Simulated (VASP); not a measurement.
# C (P6/mmm) in VASP: further runs, part 2 of 2

VASP 6.6.1. Earlier steps stand in the parts before.

## (4) Single point, revPBE

This run uses another cell than the first one, of 24.64 Å³/atom, 1.040 times its volume.

Contents of INCAR:

```
SYSTEM = C
ALGO = Normal ; EDIFF = 1E-6
ENCUT = 520 ; GGA = RE
ISIF = 2 ; ISMEAR = -1
LASPH = .True. ; LCHARG = .False.
LREAL = .False. ; LWAVE = .False.
NBANDS = 13 ; NELM = 100
PREC = Accurate ; SIGMA = 0.1
```

Contents of KPOINTS:

```
k-points
0
Gamma
  5 5 27
  0 0 0
```

Contents of POSCAR:

```
C
1.0
    8.0882906655      0.0000000001      0.0000000000
   -4.0441453328      7.0046651894      0.0000000000
    0.0000000000      0.0000000000      1.3046791636
C
3
Direct
    0.0000000000      0.0000000000      0.0000000000
    0.3333333333      0.6666666667      0.5000000000
    0.6666666667      0.3333333333      0.5000000000
```

Potentials or basis: VASP PAW PBE potentials, release 64 (C).

The run is started by

```
$ cat potpaw_PBE.64/C/POTCAR > POTCAR
$ mpirun -np 1 vasp_std > vasp.out
```

OUTCAR:

```text
SYSTEM = C
   EDIFF = 1E-6
   ENCUT = 520
   GGA = RE
   ISIF = 2
   ISMEAR = -1
   LASPH = .True.
   LREAL = .False.
   NELM = 100
   PREC = Accurate

 ion  position               nearest neighbor table
   1  0.000  0.000  0.000-
   2  0.333  0.667  0.500-
   3  0.667  0.333  0.500-

  LATTYP: Found a hexagonal cell.
 ALAT       =     8.0882906655
 C/A-ratio  =     0.1613046832

[... 574 lines left out ...]

------------------------ aborting loop because EDIFF is reached ----------------------------------------

  FORCE on cell =-STRESS in cart. coord.  units (eV):
  Direction    XX          YY          ZZ          XY          YZ          ZX
  --------------------------------------------------------------------------------------
  -------------------------------------------------------------------------------------
  Total        0.0261970      0.0261970     -5.2246975      0.0000000      0.0000000      0.0000000
  in kB        0.5678247      0.5678247   -113.2462618      0.0000000      0.0000000      0.0000000
  external PRESSURE =     -37.3702041 kB  Pullay stress =       0.0000000 kB

 VOLUME and BASIS-vectors are now :
 -----------------------------------------------------------------------------
  energy-cutoff  :      520.00
  volume of cell :       73.92
      direct lattice vectors                 reciprocal lattice vectors
     8.088290666  0.000000000  0.000000000     0.123635517  0.071380999  0.000000000
    -4.044145333  7.004665189  0.000000000    -0.000000000  0.142761998  0.000000000
     0.000000000  0.000000000  1.304679164     0.000000000  0.000000000  0.766471963

 POSITION                                       TOTAL-FORCE (eV/Angst)
 -----------------------------------------------------------------------------------
      0.00000      0.00000      0.00000        -0.000000      0.000000     -0.000000
     -0.00000      4.66978      0.65234        -0.000000     -0.000000     -0.000000
      4.04415      2.33489      0.65234         0.000000      0.000000      0.000000
 -----------------------------------------------------------------------------------
    total drift:                                0.000000      0.000000      0.000000

  FREE ENERGIE OF THE ION-ELECTRON SYSTEM (eV)
  ---------------------------------------------------
  free  energy   TOTEN  =       -23.8755387178 eV

  energy  without entropy=      -23.8297540839  energy(sigma->0) =      -23.85264640
```

OSZICAR:

```text
N       E                     dE             d eps       ncg     rms          rms(c)
DAV:   1     0.417014987728E+02    0.41701E+02   -0.57955E+03  1849   0.773E+02
DAV:   2    -0.210858223496E+02   -0.62787E+02   -0.58925E+02  2486   0.151E+02
DAV:   3    -0.259295278090E+02   -0.48437E+01   -0.46757E+01  2035   0.391E+01
DAV:   4    -0.260013720570E+02   -0.71844E-01   -0.71787E-01  2323   0.634E+00
DAV:   5    -0.260024025769E+02   -0.10305E-02   -0.10305E-02  2302   0.706E-01    0.810E+00
DAV:   6    -0.243374551282E+02    0.16649E+01   -0.15336E+00  1985   0.741E+00    0.465E+00
DAV:   7    -0.238673395862E+02    0.47012E+00   -0.15023E+00  2060   0.731E+00    0.139E+00
DAV:   8    -0.238771098422E+02   -0.97703E-02   -0.60989E-02  1935   0.160E+00    0.196E-01
DAV:   9    -0.238759985562E+02    0.11113E-02   -0.15332E-03  2260   0.263E-01    0.143E-01
DAV:  10    -0.238757095393E+02    0.28902E-03   -0.12557E-03  2022   0.223E-01    0.647E-02
DAV:  11    -0.238755411499E+02    0.16839E-03   -0.98186E-04  2035   0.181E-01    0.795E-02
DAV:  12    -0.238755378229E+02    0.33270E-05   -0.39369E-05  2200   0.456E-02    0.863E-03
DAV:  13    -0.238755387178E+02   -0.89483E-06   -0.14493E-06  1898   0.911E-03
   1 F= -.23875539E+02 E0= -.23852646E+02  d E =-.457846E-01
```

Run time: 25 s. Hardware: 1 thread of Intel Xeon Platinum 8559C (Emerald Rapids), shared host; peak memory 0.2 GiB.

What came out:

```
Free energy            : -23.8755 eV
Pressure               : -3.7 GPa
Band gap on the k mesh : none (metal or under the smearing width)
```

Stress tensor (GPa, compression positive):
```
  0.06   0.00   0.00
  0.00   0.06   0.00
  0.00   0.00 -11.32
```

Levels at points of the mesh, in eV from the Fermi level:
| k point | band 4 | band 5 | band 6 | band 7 | band 8 | band 9 |
| --- | --- | --- | --- | --- | --- | --- |
| (0.00, 0.00, 0.00) | -5.43 | -5.43 | -5.43 | -5.43 | -5.24 | -5.24 |

Caveat: the PAW data sets were made with another functional, which shifts forces and pressure a little.

## (5) Single point, revPBE

This run uses another cell than the first one, of 21.80 Å³/atom, 0.920 times its volume.

Contents of INCAR:

```
PREC = Accurate
ENCUT = 520
EDIFF = 1E-6
ISMEAR = -1
SIGMA = 0.1
LREAL = F
LASPH = T
NELM = 60
ALGO = Normal
ISIF = 2
LWAVE = F
LCHARG = T
GGA = RE
LELF = T
LVHAR = T
NBANDS = 13
```

Contents of KPOINTS:

```
regular mesh
0
Gamma
  5 5 27
```

Contents of POSCAR:

```
C
1.0
    7.7644061682      0.0000000001      0.0000000000
   -3.8822030842      6.7241729870      0.0000000000
    0.0000000000      0.0000000000      1.2524350774
C
3
Direct
    0.0000000000      0.0000000000      0.0000000000
    0.3333333333      0.6666666667      0.5000000000
    0.6666666667      0.3333333333      0.5000000000
```

Potentials or basis: VASP PAW PBE potentials, release 64 (C).

The run is started by

```
$ cat potpaw_PBE.64/C/POTCAR > POTCAR
$ mpirun -np 1 vasp_std > vasp.out
```

OUTCAR:

```text
PREC = Accurate
   ENCUT = 520
   EDIFF = 1E-6
   ISMEAR = -1
   LREAL = F
   LASPH = T
   NELM = 60
   ISIF = 2
   GGA = RE

 ion  position               nearest neighbor table
   1  0.000  0.000  0.000-
   2  0.333  0.667  0.500-
   3  0.667  0.333  0.500-

  LATTYP: Found a hexagonal cell.
 ALAT       =     7.7644061682
 C/A-ratio  =     0.1613046832

  Lattice vectors:

 A1 = (   7.7644061682,   0.0000000001,   0.0000000000)
 A2 = (  -3.8822030842,   6.7241729870,   0.0000000000)
 A3 = (   0.0000000000,   0.0000000000,   1.2524350774)

Analysis of symmetry for initial positions (statically):
=====================================================================
 Subroutine PRICEL returns:
 Original cell was already a primitive cell.

 Routine SETGRP: Setting up the symmetry group for a
 hexagonal supercell.

 Subroutine GETGRP returns: Found 24 space group operations
 (whereof 24 operations were pure point group operations)
 out of a pool of 24 trial point group operations.

The static configuration has the point symmetry D_6h.

[... 176 lines left out ...]
      5      -7.0588      2.00000
      6      -7.0588      2.00000
      7      -7.0588      2.00000
      8      -6.8206      2.00000
      9      -6.8206      2.00000
     10       2.5616      0.00000
     11       5.6192      0.00000
     12       5.6192      0.00000
     13       5.6192      0.00000
[... 354 lines left out ...]
  band No.  band energies     occupation
      1     -16.8344      2.00000
      2     -16.8159      2.00000
      3     -16.8159      2.00000
      4      -5.1276      2.00000
      5      -5.1276      2.00000
      6      -4.9570      2.00000
      7      -4.9365      2.00000
      8      -4.9365      2.00000
      9      -4.8625      2.00000
     10       4.9851      0.00000
     11       6.5670      0.00000
     12       6.5670      0.00000
     13       7.9499      0.00000

 [... further k-points ...]

------------------------ aborting loop because EDIFF is reached ----------------------------------------

  FORCE on cell =-STRESS in cart. coord.  units (eV):
  Direction    XX          YY          ZZ          XY          YZ          ZX
  --------------------------------------------------------------------------------------
  -------------------------------------------------------------------------------------
  Total        0.0442303      0.0442303     10.3133142     -0.0000000     -0.0000000      0.0000000
  in kB        1.0837469      1.0837469    252.7007239     -0.0000000     -0.0000000      0.0000000
  external PRESSURE =      84.9560726 kB  Pullay stress =       0.0000000 kB

 VOLUME and BASIS-vectors are now :
 -----------------------------------------------------------------------------
  energy-cutoff  :      520.00
  volume of cell :       65.39
      direct lattice vectors                 reciprocal lattice vectors
     7.764406168  0.000000000  0.000000000     0.128792850  0.074358587  0.000000000
    -3.882203084  6.724172987  0.000000000    -0.000000000  0.148717173  0.000000000
     0.000000000  0.000000000  1.252435077     0.000000000  0.000000000  0.798444581

 POSITION                                       TOTAL-FORCE (eV/Angst)
 -----------------------------------------------------------------------------------
      0.00000      0.00000      0.00000        -0.000000      0.000000      0.000000
     -0.00000      4.48278      0.62622         0.000000      0.000000      0.000000
      3.88220      2.24139      0.62622        -0.000000      0.000000     -0.000000
 -----------------------------------------------------------------------------------
    total drift:                                0.000000      0.000000      0.000000

  FREE ENERGIE OF THE ION-ELECTRON SYSTEM (eV)
  ---------------------------------------------------
  free  energy   TOTEN  =       -23.7751781055 eV

  energy  without entropy=      -23.7316459460  energy(sigma->0) =      -23.75341203
```

It took 28 s on 1 thread of Intel Xeon Platinum 8559C (Emerald Rapids), shared host; peak memory 0.19 GiB.

Results:

```yaml
Free_energy: -23.7752 eV
Pressure: 8.5 GPa
Band_gap_on_the_k_mesh: none (metal or under the smearing width)
```

Levels at points of the mesh, in eV from the Fermi level:
| k point | band 4 | band 5 | band 6 | band 7 | band 8 | band 9 |
| --- | --- | --- | --- | --- | --- | --- |
| (0.00, 0.00, 0.00) | -5.97 | -5.97 | -5.97 | -5.97 | -5.73 | -5.73 |

Caveat: the PAW data sets were made with another functional, which shifts forces and pressure a little.

## (6) Summary

| cell | k mesh | gap on the mesh (eV) | pressure (GPa) |
| --- | --- | --- | --- |
| P6/mmm, 23.69 Å³/atom | 6 × 6 × 32 | none | -0.4 |
| P6/mmm, 23.69 Å³/atom | 5 × 5 × 27 | none | -0.4 |
| P6/mmm, 24.64 Å³/atom | 5 × 5 × 27 | none | -3.7 |
| P6/mmm, 21.8 Å³/atom | 5 × 5 × 27 | none | 8.5 |

Alike in all rows: task single point; level revPBE; potentials or basis VASP PAW PBE potentials, release 64 (C); no spin polarisation; cutoff (eV) 520; smearing fermi-dirac 0.1 eV.

Every run on the cell as given and a fine mesh finds a metal.

Caveats: the PAW data sets were made with another functional, which shifts forces and pressure a little.

Absolute energies hang on the potentials; compare differences alone.
